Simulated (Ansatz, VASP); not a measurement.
## KTaO3 in VASP and in Ansatz

The input INCAR:

```
PREC = Accurate
ENCUT = 520
EDIFF = 1E-6
ISMEAR = -1
SIGMA = 0.05
LREAL = False
LASPH = True
NELM = 60
ALGO = Normal
ISIF = 2
LWAVE = False
LCHARG = False
GGA = PE
NBANDS = 27
```

File KPOINTS:

```
regular mesh
0
Gamma
  7 7 7
```

File POSCAR:

```
KTaO3
1.0
    4.0665218197      0.0000000000      0.0000000000
    0.0000000000      4.0665218197      0.0000000000
    0.0000000000      0.0000000000      4.0665218197
Ta K O
1 1 3
Direct
    0.0000000000      0.0000000000      0.0000000000
    0.5000000000      0.5000000000      0.5000000000
    0.0000000000      0.0000000000      0.5000000000
    0.0000000000      0.5000000000      0.0000000000
    0.5000000000      0.0000000000      0.0000000000
```

The input input.yaml:

```yaml
crystal:
  lattice:
    - [4.0665218197, 0.0, 0.0]
    - [0.0, 4.0665218197, 0.0]
    - [0.0, 0.0, 4.0665218197]
  atoms:
    - { symbol: Ta, position: [0.0, 0.0, 0.0] }
    - { symbol: K, position: [0.5, 0.5, 0.5] }
    - { symbol: O, position: [0.0, 0.0, 0.5] }
    - { symbol: O, position: [0.0, 0.5, 0.0] }
    - { symbol: O, position: [0.5, 0.0, 0.0] }
hamiltonian:
  xc: pbe
  pseudopotentials: { kind: paw, azcp: { folder: soft_1 } }
kpoints:
  mp_grid: { grid: [7, 7, 7] }
scf:
  occupations: { method: fermi_dirac, width: 0.05 }
output:
  forces: true
  stress: true
  eigenvalues: true
```

Alike in both runs: task single point; functional PBE; k mesh 7 × 7 × 7; occupations fermi-dirac, width 0.05 eV; no spin polarisation.

|  | VASP | Ansatz |
| --- | --- | --- |
| version | VASP 6.6.1 | Ansatz 0.2.0 |
| potentials or method | VASP PAW PBE potentials, release 64 (Ta_pv, K_sv, O) | Ansatz PAW soft_1 |
| plane-wave cutoff (eV) | 520 | 420 |
| valence electrons in the cell | 38 | 40 |

Ansatz gave:

* gap on the k mesh at the Fermi level (eV): 2.15
* least direct gap on the mesh (eV): 2.74
* pressure (GPa): -5.6

Question: What did VASP give for the same quantities?

Answer: gap on the k mesh at the Fermi level (eV): 2.10; least direct gap on the mesh (eV): 2.68; pressure (GPa): -5.0.

The two sets of potentials don't hold the same shells in valence.

Caveats: spin-orbit coupling is left out, which moves the levels of the heavy elements; an odd mesh through Γ misses points on the zone boundary, where band edges often lie (VASP); odd divisions of the mesh miss points on the zone boundary, where band edges often lie, so the gap on the mesh can be too wide (Ansatz); the pressure holds a Pulay correction of +0.3 GPa for the finite cutoff (Ansatz). PBE gaps usually lie below the measured ones, often by a third to a half.
